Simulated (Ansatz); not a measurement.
# The V2NS2 MXene monolayer under a gate, part 3 of 3

Aim: charge, voltage and capacitance of the V2NS2 MXene monolayer in a field-effect set-up.

Ansatz 0.2.0; plane-wave DFT, PBE-D3(BJ), Ansatz PAW.

So far. Step 7 (Gated layer, added electrons -8×10¹³ per cm²): Against the uncharged case this takes -7.31 V.

## (8) Gated layer, added electrons 15×10¹³ per cm²

input.yaml

```yaml
crystal:
  lattice:
    - [3.0384329895, 0.0, 0.0]
    - [-1.5192164947, 2.6313601566, 0.0]
    - [0.0, 0.0, 41.0344506103]
  atoms:
    - { symbol: S, position: [0.3333333333, 0.6666666667, 0.4362188291] }
    - { symbol: V, position: [0.6666666667, 0.3333333333, 0.4746486107] }
    - { symbol: "N", position: [0.0, 0.0, 0.5] }
    - { symbol: V, position: [0.3333333333, 0.6666666667, 0.5253513893] }
    - { symbol: S, position: [0.6666666667, 0.3333333333, 0.5637811709] }
  periodic: [true, true, false]
  symmetry: { detect: true }
total_charge: -0.119928
kpoints:
  mp_grid: { grid: [42, 42, 1] }
  band_path:
    path: [[0, 0, 0], [0.5, 0, 0], [0.33333333, 0.33333333, 0], [0, 0, 0]]
    npoints: 16
hamiltonian:
  xc: pbe
  dispersion: d3bj
scf:
  occupations: { method: fermi_dirac, width: 0.05 }
  convergence: { dr2_threshold: 1.0e-10 }
output:
  forces: true
  eigenvalues: true
  dos: { projected: true, e_range: [-3, 3], de: 0.01 }
  write_potential: true
  write_density: true
  volumetric_format: npy
  elf: true
external_charges:
  - { charge: 0, barrier: 10, axis: 3, height: 27.634, sigma: 0.25 }
  - { charge: 0.119928, axis: 3, height: 29.134, sigma: 0.5 }
```

Started as:

```sh
> ansatz run input.yaml --threads 4 --pin off --max-ram 12288MiB --backend cpu --events-out ev --progress --plain --runs-dir out
```

Numbers of over 12 decimals in the logs are rounded to 6 here.

Output:

```text
[...]
Crystal: 5 atoms, lattice volume = 328.079 Å³
Basis set: ecut = 420 eV, 6377 PW (Γ), exchange–correlation on 48×48×576 points (8 copies of the dense FFT grid, shifted against one another)
Bands: 27, of which v1, the nominal top of the filled ones, is band 22 counted from 1 (21 counted from 0)
Symmetry: 6 space group operations
k-points: 169 of 1764 (time reversal used)
[...]
--- Band table (eV; the first three rows and the last of 169) ---
  k-point 0: bands = [... 18 lower, -0.1883, -0.1883, 0.4139, 1.2096, 1.2096, 1.3302, 1.5760, 1.5760, ... 1 higher]
  k-point 1: bands = [... 18 lower, -0.2088, -0.2088, 0.3996, 1.1941, 1.2139, 1.3511, 1.5778, 1.5887, ... 1 higher]
  k-point 2: bands = [... 18 lower, -0.2715, -0.2649, 0.3561, 1.1657, 1.2181, 1.3987, 1.5834, 1.6318, ... 1 higher]
  k-point 168: bands = [... 18 lower, -2.6157, -2.3569, 0.8877, 0.9205, 1.0234, 2.2131, 2.2216, 2.4985, ... 1 higher]
[key lines of the parts left out:]
SCF converged after 14 iterations
Free energy (F): -8019.376645 eV
Fermi energy:    1.055538 eV
```

Elapsed: 88 s, on 4 threads of Arm Neoverse V1, shared host; peak memory 1.4 GiB.

Against the uncharged case this takes +12.67 V.

## (9) Gated layer, added electrons -15×10¹³ per cm²

Edit input.yaml of step 8 so:

```diff
@@ -13,3 +13,3 @@
   symmetry: { detect: true }
-total_charge: -0.119928
+total_charge: 0.119928
 kpoints:
@@ -35,2 +35,2 @@
   - { charge: 0, barrier: 10, axis: 3, height: 27.634, sigma: 0.25 }
-  - { charge: 0.119928, axis: 3, height: 29.134, sigma: 0.5 }
+  - { charge: -0.119928, axis: 3, height: 29.134, sigma: 0.5 }
```

Output:

```text
[...]
Crystal: 5 atoms, lattice volume = 328.079 Å³
Basis set: ecut = 420 eV, 6377 PW (Γ), exchange–correlation on 48×48×576 points (8 copies of the dense FFT grid, shifted against one another)
Bands: 27, of which v1, the nominal top of the filled ones, is band 21 counted from 1 (20 counted from 0)
Symmetry: 6 space group operations
k-points: 169 of 1764 (time reversal used)
[...]
k-point 0: bands = [... 17 lower, -13.8942, -13.3868, -13.3868, -12.6851, -11.8987, -11.8987, -11.6263, -11.6263, ... 2 higher]
  k-point 1: bands = [... 17 lower, -13.8902, -13.4064, -13.4038, -12.7017, -11.9037, -11.8972, -11.6247, -11.6117, ... 2 higher]
  k-point 2: bands = [... 17 lower, -13.8790, -13.4605, -13.4548, -12.7512, -11.9157, -11.9017, -11.6198, -11.5627, ... 2 higher]
  k-point 168: bands = [... 17 lower, -16.4037, -15.6000, -15.3089, -12.2763, -12.2376, -12.1193, -10.9741, -10.9625, ... 2 higher]
[key lines of the parts left out:]
SCF converged after 12 iterations
Free energy (F): -8018.074944 eV
Fermi energy:    -12.195908 eV
```

Elapsed: 89 s, on 4 threads; peak memory 1.4 GiB; 5.9 min of CPU time.

The density of states has structure finer than the step of the table below, so its rows give means over 0.1 eV, whole bins alone (the curve runs from -3 to 1.69 eV). Peaks (eV: height): -2.14: 7.47, -1.48: 4.73, 0.28: 7.53, 0.74: 9.50, 0.97: 23.7, 1.32: 24.6, 1.42: 12.0.

Table of density of states by energy, zero at the Fermi level; means over each step:

| energy (eV) | density of states (states/eV a cell) |
| --- | --- |
| -2.9 | 4.03 |
| -2.8 | 4.83 |
| -2.7 | 3.90 |
| -2.6 | 3.69 |
| -2.5 | 3.56 |
| -2.4 | 3.55 |
| -2.3 | 3.81 |
| -2.2 | 4.87 |
| -2.1 | 5.17 |
| -2.0 | 2.69 |
| -1.9 | 2.24 |
| -1.8 | 2.12 |
| -1.7 | 2.57 |
| -1.6 | 1.63 |
| -1.5 | 3.58 |
| -1.4 | 3.20 |
| -1.3 | 2.60 |
| -1.2 | 2.20 |
| -1.1 | 1.95 |
| -1.0 | 2.17 |
| -0.9 | 2.64 |
| -0.8 | 1.54 |
| -0.7 | 0.986 |
| -0.6 | 1.09 |
| -0.5 | 1.18 |
| -0.4 | 1.23 |
| -0.3 | 1.54 |
| -0.2 | 2.02 |
| -0.1 | 2.28 |
| 0.0 | 2.88 |
| 0.1 | 2.39 |
| 0.2 | 2.29 |
| 0.3 | 4.37 |
| 0.4 | 3.36 |
| 0.5 | 3.71 |
| 0.6 | 4.76 |
| 0.7 | 7.78 |
| 0.8 | 5.40 |
| 0.9 | 3.24 |
| 1.0 | 11.3 |
| 1.1 | 3.50 |
| 1.2 | 3.43 |
| 1.3 | 14.1 |
| 1.4 | 7.08 |
| 1.5 | 5.66 |
| 1.6 | 4.01 |

Against the uncharged case this takes -13.82 V.

## (10) The series together

This step: plane-wave DFT, PBE-D3(BJ), Ansatz PAW; charging by gates (Ansatz 0.2.0).

The potential behind each gate is read from every run and counted from the uncharged case.

Voltage on the gate against the layer's Fermi level, from the uncharged case. The gate voltage by added electrons:

| added electrons (10¹³ per cm²) | gate voltage (V) |
| --- | --- |
| -15.0 | -13.8 |
| -8.0 | -7.31 |
| -3.0 | -2.72 |
| 0.0 | 0 |
| 3.0 | 2.70 |
| 8.0 | 7.10 |
| 15.0 | 12.7 |

Charge step over voltage step between neighbouring densities. Table of total capacitance by added electrons:

| added electrons (10¹³ per cm²) | total capacitance (µF/cm²) |
| --- | --- |
| -11.50 | 1.72 |
| -5.50 | 1.75 |
| -1.50 | 1.76 |
| 1.50 | 1.78 |
| 5.50 | 1.82 |
| 11.50 | 2.01 |

Work function of the face away from the gate. The work function of the far face by added electrons:

| added electrons (1e13 /cm²) | work function of the far face (eV) |
| --- | --- |
| -15.0 | 5.29 |
| -8.0 | 5.29 |
| -3.0 | 5.29 |
| 0.0 | 5.28 |
| 3.0 | 5.28 |
| 8.0 | 5.28 |
| 15.0 | 5.28 |

By hand: 10¹³ electrons per cm² are 0.001 e/Å², which by Gauss's law end a field of 0.181 V/Å. At 15×10¹³ holes per cm² the field towards a gate is 2.714 V/Å, which over the 6 Å from the outer atoms would drop 16.29 V; the run needs 13.82 V.

## (11) The same run with other settings

This step: plane-wave DFT, PBE-D3(BJ), Ansatz PAW (Ansatz 0.2.0).

A run with a changed input: it repeats the earlier run at 3 × 10¹³ added electrons per cm² with accuracy to low and basis.ecutrho_ratio to 9.

Edit input.yaml of step 9 so:

```diff
@@ -13,3 +13,3 @@
   symmetry: { detect: true }
-total_charge: 0.119928
+total_charge: -0.023986
 kpoints:
@@ -28,3 +28,2 @@
   eigenvalues: true
-  dos: { projected: true, e_range: [-3, 3], de: 0.01 }
   write_potential: true
@@ -32,5 +31,7 @@
   volumetric_format: npy
-  elf: true
 external_charges:
   - { charge: 0, barrier: 10, axis: 3, height: 27.634, sigma: 0.25 }
-  - { charge: -0.119928, axis: 3, height: 29.134, sigma: 0.5 }
+  - { charge: 0.023986, axis: 3, height: 29.134, sigma: 0.5 }
+accuracy: low
+basis:
+  ecutrho_ratio: 9
```

Output:

```text
[...]
Crystal: 5 atoms, lattice volume = 328.079 Å³
Basis set: ecut = 420 eV, 6377 PW (Γ), exchange–correlation on 64×64×864 points (8 copies of the dense FFT grid, shifted against one another)
Bands: 27, of which v1, the nominal top of the filled ones, is band 22 counted from 1 (21 counted from 0)
Symmetry: 6 space group operations
k-points: 169 of 1764 (time reversal used)
[...]
SCF iter   1: F=—  HF=-8022.446202 eV  |F-HF|=—  |Δ(HF+E_count)|=         —  Δρ=4.98e-2  dr2=1.37e1  ethr=3.10e-3  ⟨swp⟩=15.0  Hψ=38535  notcnv=0
[...]
SCF iter  11: F=-8019.582521 eV  HF=-8019.582521 eV  |F-HF|=4.96e-10  |Δ(HF+E_count)|=   5.69e-9  Δρ=1.61e-7  dr2=6.95e-11  ethr=1.00e-12  ⟨swp⟩=13.8  Hψ=49562  notcnv=0
SCF 1 converged in 11 iterations: F = -8019.582521 eV  dr2 = 6.95e-11
[...]
SCF converged after 11 iterations
Free energy (F): -8019.582521 eV
[...]
Internal energy: -8019.561359 eV  (E = F + TS)
E sigma→0 (E₀):  -8019.571940 eV
Entropy (-TS):   -0.021161 eV (-4.232 meV/atom)
Fermi energy:    -3.934074 eV
[...]
--- Forces (eV/Å), atoms and charges each counted from 1 ---
  atom   1  S     -0.00000000    -0.00000000    -0.00002313
  atom   2  V      0.00000000    -0.00000000     0.00455710
  atom   3  N      0.00000000    -0.00000000     0.00345703
  atom   4  V     -0.00000000     0.00000000    -0.00912289
  atom   5  S      0.00000000     0.00000000     0.00732174
  external charge   1     0.00000000     0.00000000     0.00032083
  external charge   2     0.00000000     0.00000000    -0.00651017
  max |Σ_I F_I| component, the external charges' with the atoms': 5.00e-7 eV/Å
--- Band table (eV; the first three rows and the last of 169) ---
  k-point 0: bands = [... 18 lower, -5.1600, -5.1600, -4.5053, -3.7284, -3.7284, -3.3975, -3.3975, -2.9921, ... 1 higher]
  k-point 1: bands = [... 18 lower, -5.1802, -5.1791, -4.5223, -3.7331, -3.7251, -3.3961, -3.3841, -2.9676, ... 1 higher]
  k-point 2: bands = [... 18 lower, -5.2374, -5.2357, -4.5728, -3.7442, -3.7240, -3.3921, -3.3390, -2.8968, ... 1 higher]
  k-point 168: bands = [... 18 lower, -7.4026, -7.3449, -4.0580, -4.0507, -3.9263, -2.7514, -2.7494, -2.4406, ... 1 higher]
```

The job ended after 75 s (4 threads; peak memory 1.7 GiB; 5 min of CPU time).

| quantity | this run | earlier run | difference |
| --- | --- | --- | --- |
| potential beyond the upper barrier and gate, less the barrier, from the Fermi level (eV) | 2.587 | 2.587 | 0 |

Nothing in the table moves by 0.01 in its unit. The run took 11 SCF cycles against 12.

The change did no harm here.

## (12) Varying the input: scf.lower_state_search = "off"

Another changed input: it repeats the earlier run at 3 × 10¹³ added electrons per cm² with scf.lower_state_search to off.

Edit input.yaml of step 11 so:

```diff
@@ -25,2 +25,3 @@
   convergence: { dr2_threshold: 1.0e-10 }
+  lower_state_search: "off"
 output:
@@ -34,4 +35 @@
   - { charge: 0.023986, axis: 3, height: 29.134, sigma: 0.5 }
-accuracy: low
-basis:
-  ecutrho_ratio: 9
```

Output:

```text
[...]
Crystal: 5 atoms, lattice volume = 328.079 Å³
Basis set: ecut = 420 eV, 6377 PW (Γ), exchange–correlation on 48×48×576 points (8 copies of the dense FFT grid, shifted against one another)
Bands: 27, of which v1, the nominal top of the filled ones, is band 22 counted from 1 (21 counted from 0)
Symmetry: 6 space group operations
k-points: 169 of 1764 (time reversal used)
[...]
SCF iter   1: F=—  HF=-8022.446830 eV  |F-HF|=—  |Δ(HF+E_count)|=         —  Δρ=4.98e-2  dr2=1.37e1  ethr=3.10e-3  ⟨swp⟩=14.8  Hψ=38085  notcnv=0
[...]
SCF iter  12: F=-8019.582506 eV  HF=-8019.582506 eV  |F-HF|=2.04e-10  |Δ(HF+E_count)|=   6.73e-9  Δρ=3.83e-8  dr2=3.43e-12  ethr=1.00e-12  ⟨swp⟩=14.7  Hψ=42486  notcnv=0
SCF 1 converged in 12 iterations: F = -8019.582506 eV  dr2 = 3.43e-12
[...]
SCF converged after 12 iterations
Free energy (F): -8019.582506 eV
[...]
Internal energy: -8019.561345 eV  (E = F + TS)
E sigma→0 (E₀):  -8019.571926 eV
Entropy (-TS):   -0.021161 eV (-4.232 meV/atom)
Fermi energy:    -3.934077 eV
[...]
--- Forces (eV/Å), atoms and charges each counted from 1 ---
  atom   1  S      0.00000000     0.00000000    -0.00001836
  atom   2  V      0.00000000     0.00000000     0.00455211
  atom   3  N      0.00000000    -0.00000000     0.00345705
  atom   4  V     -0.00000000     0.00000000    -0.00912171
  atom   5  S      0.00000000     0.00000000     0.00732096
  external charge   1     0.00000000     0.00000000     0.00032083
  external charge   2     0.00000000     0.00000000    -0.00651017
  max |Σ_I F_I| component, the external charges' with the atoms': 7.01e-7 eV/Å
--- Band table (eV; the first three rows and the last of 169) ---
  k-point 0: bands = [... 18 lower, -5.1600, -5.1600, -4.5053, -3.7284, -3.7284, -3.3975, -3.3975, -2.9921, ... 1 higher]
  k-point 1: bands = [... 18 lower, -5.1802, -5.1791, -4.5223, -3.7331, -3.7251, -3.3961, -3.3841, -2.9676, ... 1 higher]
  k-point 2: bands = [... 18 lower, -5.2374, -5.2357, -4.5728, -3.7442, -3.7240, -3.3921, -3.3390, -2.8968, ... 1 higher]
  k-point 168: bands = [... 18 lower, -7.4026, -7.3449, -4.0581, -4.0507, -3.9263, -2.7514, -2.7494, -2.4406, ... 1 higher]
```

Elapsed: 74 s, on 4 threads; peak memory 1.4 GiB.

Numbers from this step:

| Quantity | Value |
| --- | --- |
| energy at zero smearing | -8019.5719 eV |
| potential beyond the upper barrier and gate, less the barrier, from the Fermi level | 2.587 eV |

Electronic bands along the path, in eV, zero at the Fermi level:

| point | band 18 | band 19 | band 20 | band 21 | band 22 | band 23 | band 24 | band 25 |
| --- | --- | --- | --- | --- | --- | --- | --- | --- |
| Γ | -1.75 | -1.23 | -1.23 | -0.57 | 0.21 | 0.21 | 0.54 | 0.54 |
| halfway | -2.46 | -2.11 | -1.82 | -1.48 | -0.01 | 0.29 | 0.78 | 1.21 |
| M | -2.99 | -2.28 | -2.20 | -1.67 | 0.55 | 0.64 | 1.01 | 1.05 |
| halfway | -3.42 | -3.15 | -2.98 | -1.15 | 0.40 | 0.51 | 0.98 | 1.25 |
| K | -4.43 | -3.47 | -3.41 | -0.12 | -0.12 | 0.01 | 1.18 | 1.18 |
| halfway | -2.89 | -2.43 | -2.38 | -0.95 | -0.62 | 0.71 | 1.07 | 1.20 |
| Γ | -1.75 | -1.23 | -1.23 | -0.57 | 0.21 | 0.21 | 0.54 | 0.54 |

| quantity | this run | earlier run | difference |
| --- | --- | --- | --- |
| potential beyond the upper barrier and gate, less the barrier, from the Fermi level (eV) | 2.587 | 2.587 | 0 |

Nothing in the table moves by 0.01 in its unit.

## (13) Results

```yaml
gap_with_uncharged_gates: none
gate_voltage_at_15x1e13_holes_per_cm2: -13.82 V
gate_voltage_at_15x1e13_electrons_per_cm2: +12.67 V
total_capacitance_near_11p5x1e13_holes_per_cm2: 1.72 µF/cm²
```

Putting 15×10¹³ holes per cm² on the layer takes -13.82 V on the gate; how far the Fermi level moves against the bands is taken for single layers without spin and with an even electron count alone. Plates 6 Å apart would give 1.48 µF/cm² in vacuum; the computed total runs from 1.7 to 2.01 µF/cm². A value over that of the plates means that the screening charge has its centre outside the outer atoms; a low density of states works the other way. Few carriers sample few k-points, so the slopes at the lowest densities depend on the mesh and on the temperature. The gates are charged sheets behind model barriers, not atoms. The first relaxation ran with spin and lost its moment, and the later runs have none; other magnetic states were not tried. The MXene's terminations sit over the metal atoms of its far layer; the site over carbon or nitrogen, which some compounds prefer, was not run.

[Logs are printed without paths, hosts, clocks, repeated set-up lines and the standing remarks that a program may print on its own settings, such as how far it seeks lower states.]

[Hosts, paths, dates, database ids (printed as entryN), source tags and the programs' standing remarks are cut or masked in the printed files.]

[Maps of the electrostatic potential energy from Ansatz leave out the sawtooth potential of an applied field or a dipole correction, so their vacuum need not be flat; planar profiles and work functions include it.]
